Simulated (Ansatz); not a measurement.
System: rock-salt NaBr. Method: PBE-D3(BJ) (plane waves, PAW; Ansatz, a first-principles code).

Settings: plane-wave cutoff 520 eV, 10×10×10 k mesh, Fermi–Dirac smearing 0.01 eV, scalar-relativistic PAW data made under PBE.

Computed at the level's own relaxed cell.

**Question.** Give the computed band gap, width of the whole s-p valence band, pressure derivative B′ of the bulk modulus and volume per atom.

**Answer.** 
- band gap = 4.27 eV (direct)
- width of the whole s-p valence band = 12.89 eV
- pressure derivative B′ of the bulk modulus = 4.7
- volume per atom = 25.65 Å³/atom

Measured, for comparison: band gap 7.1 eV (temperature not stated, not corrected to a static lattice; as tabulated in Aguado et al. (1998), arXiv:cond-mat/9809176); equilibrium volume per atom 26.01 Å³/atom (low temperature, zero-point motion not removed; as tabulated in Doll and Stoll (1998), arXiv:cond-mat/9801031). Computed (rounded) less measured: equilibrium volume per atom -1.4 %.

Spin–orbit coupling is not included.

Static lattice: no zero-point or thermal effects.

It cost about 20 core-seconds (a rough figure) of CPU time.
